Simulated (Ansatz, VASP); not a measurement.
**BP: VASP beside Ansatz**

The input INCAR:

```
SYSTEM = BP
PREC = Accurate ; ENCUT = 520
EDIFF = 1E-6 ; ISMEAR = 0
SIGMA = 0.05 ; LREAL = .False.
LASPH = .True. ; NELM = 100
ALGO = Fast ; ISIF = 2
LWAVE = .False. ; LCHARG = .False.
GGA = PE ; NBANDS = 11
```

Contents of KPOINTS:

```
regular mesh
0
Gamma
  10 10 10
  0 0 0
```

POSCAR

```
BP
1.0
    0.0000000000      2.1668950000      2.2690000000
    2.2690000000      0.0000000000      2.2690000000
    2.2690000000      2.1668950000      0.0000000000
B P
1 1
Direct
    0.0000000000      0.0000000000      0.0000000000
    0.7500000000      0.7500000000      0.7500000000
```

Input for Ansatz:

```yaml
crystal:
  lattice:
    - [0.0, 2.166895, 2.269]
    - [2.269, 0.0, 2.269]
    - [2.269, 2.166895, 0.0]
  atoms:
    - { symbol: B, position: [0.0, 0.0, 0.0] }
    - { symbol: P, position: [0.75, 0.75, 0.75] }
basis:
  ecutwfc: 420
kpoints:
  mp_grid: { grid: [10, 10, 10] }
hamiltonian:
  xc: pbe
scf:
  occupations: { method: gaussian, width: 0.05 }
output:
  forces: true
  stress: true
  eigenvalues: true
```

Change from the starting cell: strain -0.0450 x Voigt [0, 1, 0, 0, 0, 0], atoms carried along.

Alike in both runs: task single point; functional PBE; k mesh 10 × 10 × 10; occupations gaussian, width 0.05 eV; no spin polarisation.

```csv
,VASP,Ansatz
version,VASP 6.6.1,Ansatz 0.2.0
potentials or method,"VASP PAW PBE potentials, release 64 (B, P)","scalar-relativistic, plane waves, PAW"
plane-wave cutoff (eV),520,420
valence electrons in the cell,8,8
```

|  | VASP | Ansatz | Ansatz less VASP |
| --- | --- | --- | --- |
| gap on the k mesh at the Fermi level (eV) | 0.48 | 0.49 | +0.005 |
| least direct gap on the mesh (eV) | 3.02 | 3.02 | +0.005 |
| pressure (GPa) | 9.2 | 9.4 | +0.27 |
| largest component of the traceless stress (GPa) | 7.97 | 7.96 | -0.015 |

With one functional, cell and mesh, what is left measures potentials, basis and numerics.

A k mesh can miss the band edges.
